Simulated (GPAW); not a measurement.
**ZnO (zincite) in GPAW: the effect of strain hydrostatic**

ZnO (zincite):

```xyz
4
Lattice="3.1193 0.0000 0.0000 -1.5597 2.7014 0.0000 0.0000 0.0000 4.9975" Properties=species:S:1:pos:R:3 pbc="T T T"
Zn    1.5597    0.9005    0.0000
Zn    0.0000    1.8009    2.4987
O     0.0000    1.8009    4.3928
O     1.5597    0.9005    1.8941
```

Alike in all runs:

- Program: GPAW 26.7.0
- Task: band structure
- Functional: PBEsol
- Potentials or basis: PAW data sets generated in the run's folder for this functional
- Cutoff: 800 eV
- Basis: pw
- k mesh: 8 × 8 × 5
- Occupations: fermi-dirac, width 0.05 eV
- Spin: no spin polarisation
- Maxiter: 150
- Band path: GMKGALHA,LM,KH
- Band points: 60

```tsv
strain hydrostatic	gap on the mesh (eV)	pressure (GPa)	largest force (eV/Å)
-0.04	0.86	20.7	0.11
-0.02	0.78	8.1	0.08
-0.01	0.73	2.9	0.07
0	0.69	-1.5	0.06
0.01	0.65	-5.4	0.05
0.02	?	?	?
0.04	0.52	-14.0	0.03
```

Problem. What does the run with strain hydrostatic 0.02 give?

Solution. gap on the mesh 0.61 eV; pressure -8.7 GPa; largest force 0.04 eV/Å.

Worked out: A straight line through the other rows of the gap on the mesh, of slope -4.26 eV per unit of strain hydrostatic, gives 0.61 eV, against the run's 0.61. A parabola through the other rows of the pressure, of slope -309 GPa per unit of strain hydrostatic there, gives -9.0 GPa, against the run's -8.7. A straight line through the other rows of the largest force, of slope -0.982 eV/Å per unit of strain hydrostatic, gives 0.04 eV/Å, against the run's 0.04.

Caveats: the density grid can change from cell to cell, which puts small steps into energies and stress.

